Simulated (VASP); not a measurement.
The system is Cd.

```
Cd
1.0
     2.97887    0.00000    0.00000
    -1.48944    2.57978    0.00000
     0.00000    0.00000    5.61765
Cd
2
Direct
  0.66667 0.33333 0.75000
  0.33333 0.66667 0.25000
```

Program: VASP 6.6.1. Alike in all runs: cell as given.

Q: Order these runs on this cell by their pressure, lowest first.
A. level PBE; potentials or basis VASP PAW PBE potentials, release 64 (Cd_GW); spin off; k mesh 10 × 10 × 5; cutoff (eV) 550; smearing gaussian 0.05 eV; further INCAR settings ALGO = Fast; EDIFF = 1e-06
B. level SCAN+D4; potentials or basis VASP PAW PBE potentials, release 64 (Cd); spin SOC, no magnetisation; k mesh 7 × 7 × 4; cutoff (eV) 520; smearing gaussian 0.1 eV; further INCAR settings ALGO = Normal; EDIFF = 1e-07
C. level RPBE; potentials or basis VASP PAW PBE potentials, release 64 (Cd); spin off; k mesh 10 × 10 × 5; cutoff (eV) 520; smearing gaussian 0.05 eV; further INCAR settings ALGO = Normal; EDIFF = 1e-07

A: B (-1.8 GPa), A (2.7 GPa), C (5.9 GPa).

Caveats: the PAW data sets were made with another functional, which shifts forces and pressure a little (some runs).

Not every run made on this cell is shown here.
